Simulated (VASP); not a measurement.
Runs of VASP 6.6.1 on TePt. It takes space group F-43m (No. 216, cubic). Conventional cell: a = 6.490 Å, b = 6.490 Å, c = 6.490 Å, α = 90.00°, β = 90.00°, γ = 90.00°. Pt (site symmetry -43m) has 4 Te at 2.81 Å as nearest neighbours. Around Te (site symmetry -43m) lie 4 Pt at 2.81 Å. Measurements of this composition are mostly on another form, of space group No. 166.

```csv
task,level,spin,U,cell,k mesh,cutoff (eV),gap on the mesh (eV),pressure (GPa),moment (μB),relaxed volume (Å³/atom)
relaxation of cell and atoms,r2SCAN,off,-,relaxed,7 × 7 × 7,600,none,0.0,-,26.68
single point,r2SCAN+U,"collinear, random start",Pt d U = 5 eV,as given,5 × 5 × 5,520,none,(b),0.20,-
single point,PBEsol+U,"collinear, ferromagnetic start",Pt d U = 6 eV,as given,5 × 5 × 5,520,none,-14.0,0.04,-
single point,PBEsol+U,"collinear, random start",Pt d U = 7 eV,as given,5 × 5 × 5,520,none,(a),0.05,-
relaxation of cell and atoms,TPSS,off,-,relaxed,7 × 7 × 7,600,none,0.0,-,27.08
```

Alike in all rows: potentials or basis VASP PAW PBE potentials, release 64 (Pt, Te); smearing gaussian 0.05 eV.

Fill in the values left out.

(a) -14.3; (b) -13.1.

Caveats: the PAW data sets were made with another functional, which shifts forces and pressure a little; the U is typed as a test and isn't derived for this compound (some runs); the volume moved by over 15 % at a fixed basis, so the end points are rough (some runs).

A k mesh can miss the band edges, and the runs leave out spin-orbit coupling on Pt, Te.

A gap of «none» marks a metal or a gap under the smearing width.

Not every run made on this cell is shown here.
